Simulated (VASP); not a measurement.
Write the native input for VASP 6.6.1 that does the following.

* Task: relaxation of cell and atoms
* Functional: PBEsol
* Potentials or basis: VASP PAW PBE potentials, release 64 (Pd)
* Cutoff: 600 eV
* k mesh: 16 × 16 × 16
* Occupations: methfessel-paxton, width 0.1 eV
* Spin: no spin polarisation
* Further INCAR settings: ALGO = Normal; EDIFF = 1e-07; IBRION = 2; EDIFFG = -0.005; NSW = 90; ISIF = 3

The structure of Pd lies in POSCAR:

```
Pd                                      
1.0
   -0.0000000000      1.9367489723      1.9367489723
    1.9367489723      0.0000000000      1.9367489723
    1.9367489723      1.9367489723      0.0000000000
  Pd            
     1
Direct
     0.0000000000000000    0.0000000000000000    0.0000000000000000
```

The input as run:

INCAR

```
PREC = Accurate
ENCUT = 600
EDIFF = 1E-7
ISMEAR = 1
SIGMA = 0.1
LREAL = F
LASPH = T
NELM = 80
ALGO = Normal
ISIF = 3
LWAVE = F
LCHARG = F
GGA = PS
IBRION = 2
NSW = 90
EDIFFG = -0.005
KPAR = 2
```

KPOINTS

```
Automatic mesh
0
Gamma
  16 16 16
```

Potentials or basis: VASP PAW PBE potentials, release 64 (Pd).

The run is started by

```console
$ cat potpaw_PBE.64/Pd/POTCAR > POTCAR
$ mpirun -np 2 vasp_std > vasp.out
```

It gave:

* Pressure after relaxing: 0.0 GPa
* Band gap on the k mesh: none (metal or under the smearing width)

Caveat: the relaxation stopped at its first step, so nothing moved; the PAW data sets were made with another functional, which shifts forces and pressure a little.

Run time: 11 s on 2 MPI ranks on AMD EPYC 7R13 Processor (Zen 3) (shared host), peak memory 0.13 GiB a rank.
